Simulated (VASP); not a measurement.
## AlPt under changes of volume

One of the cells (14.333 Å³/atom); the others are scaled copies at fixed shape and fractional positions:

```xyz
2
Lattice="3.0605 0.0000 0.0000 0.0000 3.0605 0.0000 0.0000 0.0000 3.0605" Properties=species:S:1:pos:R:3 pbc="T T T"
Pt    1.5302    1.5302    1.5302
Al    0.0000    0.0000    0.0000
```

Measurements of this composition are mostly on another form, of space group No. 198.

| Property | Result |
| --- | --- |
| Program | VASP 6.6.1 |
| Functional | PBEsol |
| Potentials or basis | VASP PAW PBE potentials, release 64 (Pt, Al) |
| Cutoff | 520 eV |
| k mesh | 8 × 8 × 8 |
| Occupations | fermi-dirac, width 0.05 eV |
| Spin | no spin polarisation |

```csv
volume (Å³/atom),energy over the lowest point (meV/atom),pressure (GPa)
13.760,15.30,9.0
14.046,3.57,4.2
14.333,0.00,-0.1
14.620,3.72,-4.0
14.906,?,?
```

Question: What does the run at 14.906 Å³/atom give?

Answer: Energy over the lowest point 13.93 meV/atom; pressure -7.4 GPa.

Worked out: A Birch-Murnaghan fit of order 2 (a polynomial in V^(-2/3)) to the other rows has its minimum at 14.33 Å³/atom with B0 = V·E''(V) = 206 GPa. It gives 14.10 meV/atom at 14.906 Å³/atom, against the run's 13.93, and -dE/dV = -7.5 GPa, against -7.4.

Energies are extrapolated to zero smearing.

Caveats: the PAW data sets were made with another functional, which shifts forces and pressure a little.
